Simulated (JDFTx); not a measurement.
GaP:

```
Ga P
1.0
     0.00000    2.72525    2.72525
     2.72525    0.00000    2.72525
     2.72525    2.72525    0.00000
Ga P
1 1
Direct
  0.00000 0.00000 0.00000
  0.75000 0.75000 0.75000
```

Program: JDFTx 1.7.0 (patched build). Alike in all runs: task single point; no spin polarisation; cell as given; smearing fermi-dirac 0.05 eV.

Q: Order these runs on this cell by their band gap on the k mesh, lowest first.
A. level r2SCAN; potentials or basis SG15-PBE-1.2; k mesh 8 × 8 × 8; cutoff (eV) 1088; density cutoff over wavefunction cutoff 8; SCF threshold on the energy 1e-09 Ha; mesh quality not flagged
B. level PBE; potentials or basis PseudoDojo-SR-PBE-0.5-standard; k mesh 8 × 8 × 8; cutoff (eV) 1088; density cutoff over wavefunction cutoff 4; SCF threshold on the energy 1e-08 Ha; mesh quality not flagged
C. level HSE06; potentials or basis PseudoDojo-SR-PBE-0.5-standard; k mesh 3 × 3 × 3; cutoff (eV) 980; density cutoff over wavefunction cutoff 8; SCF threshold on the energy 1e-07 Ha; mesh quality coarse
D. level LDA; potentials or basis SG15-PBE-1.2 with smoothed tails; k mesh 4 × 4 × 4; cutoff (eV) 1088; local potential set to -Z/r beyond 6 bohr; density cutoff over wavefunction cutoff 8; SCF threshold on the energy 1e-09 Ha; pseudo rcut 6; mesh quality coarse
E. level TASK; potentials or basis SG15-PBE-1.2; k mesh 8 × 8 × 8; cutoff (eV) 1088; density cutoff over wavefunction cutoff 8; SCF threshold on the energy 1e-09 Ha; mesh quality not flagged

A: D (1.42 eV), B (1.64 eV), A (1.85 eV), E (2.13 eV), C (2.46 eV).

Caveats: some runs use coarse meshes; the empty levels aren't tightly converged (some runs); this program's HSE differs a little from the usual definition (some runs); the hybrid runs on potentials with a model core (some runs).

A k mesh can miss the band edges.

Not every run made on this cell is shown here.
